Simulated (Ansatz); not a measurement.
# CdSe under changes of volume

One of the cells (23.738 Å³/atom); the others are scaled copies at fixed shape and fractional positions:

```
Cd Se
1.0
     0.00000    2.87396    2.87396
     2.87396    0.00000    2.87396
     2.87396    2.87396    0.00000
Cd Se
1 1
Direct
  0.00000 0.00000 0.00000
  0.50000 0.50000 0.50000
```

Measurements of this composition are mostly on another form, of space group No. 186.

* Program: Ansatz 0.2.0
* Functional: r2SCAN
* Potentials or basis: Ansatz PAW
* Cutoff: 500 eV (not typed: the program's choice for these potentials)
* k mesh: 8 × 8 × 8
* Occupations: fermi-dirac, width 0.05 eV
* Spin: no spin polarisation

```csv
volume (Å³/atom),energy over the lowest point (meV/atom),pressure (GPa)
22.314,4.03,2.2
22.788,0.00,0.6
23.263,0.45,-0.8
23.738,4.87,-2.1
24.213,12.84,-3.2
24.687,23.95,-4.2
25.162,?,?
```

What does the run at 25.162 Å³/atom give?

Energy over the lowest point 37.83 meV/atom; pressure -5.1 GPa.

Worked out: A Birch-Murnaghan fit of order 3 (a polynomial in V^(-2/3)) to the other rows has its minimum at 22.97 Å³/atom with B0 = V·E''(V) = 70 GPa and B' = 4.6. It gives 37.89 meV/atom at 25.162 Å³/atom, against the run's 37.83, and -dE/dV = -5.1 GPa, against -5.1.

Energies are extrapolated to zero smearing.

Caveats: the PAW data sets come from PBE, with cores solved anew for the run's functional, which leaves a small shift of forces and pressure.
